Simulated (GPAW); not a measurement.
RbCl:

```
Rb Cl
1.0
     0.00000    3.27400    3.27400
     3.27400    0.00000    3.27400
     3.27400    3.27400    0.00000
Rb Cl
1 1
Cartesian
  0.0000 0.0000 0.0000
  3.2740 3.2740 3.2740
```

```yaml
Program: GPAW 26.7.0
Task: single point
Functional: PBE
Potentials_or_basis: GPAW PAW data sets (gpaw-data 1.2.1)
Cutoff: 600 eV
Basis: pw
k_mesh: 7 × 7 × 7
Occupations: fermi-dirac, width 0.05 eV
Spin: no spin polarisation
```

On this cell: pressure 1.1 GPa; largest force zero by symmetry; band gap on the k mesh 5.05 eV, direct.

The same run follows on a disturbed copy (atoms moved at random, drawn with an rms of 0.05 Å):

```
CELL_PARAMETERS angstrom
0.00000 3.27400 3.27400
3.27400 0.00000 3.27400
3.27400 3.27400 0.00000
ATOMIC_POSITIONS crystal
Rb 0.98821 0.00202 0.00602
Cl 0.48568 0.49733 0.50592
```

Task: What does the disturbed cell give?

Result: The energy moves by +0.3 meV/atom; pressure 1.1 GPa; largest force 0.040 eV/Å; band gap on the k mesh 5.05 eV, direct.

Forces on the atoms (eV/Å):
```
Rb  -0.021 -0.012 -0.032
Cl   0.021  0.012  0.032
```

Caveats: an odd mesh through Γ misses points on the zone boundary, where band edges often lie.
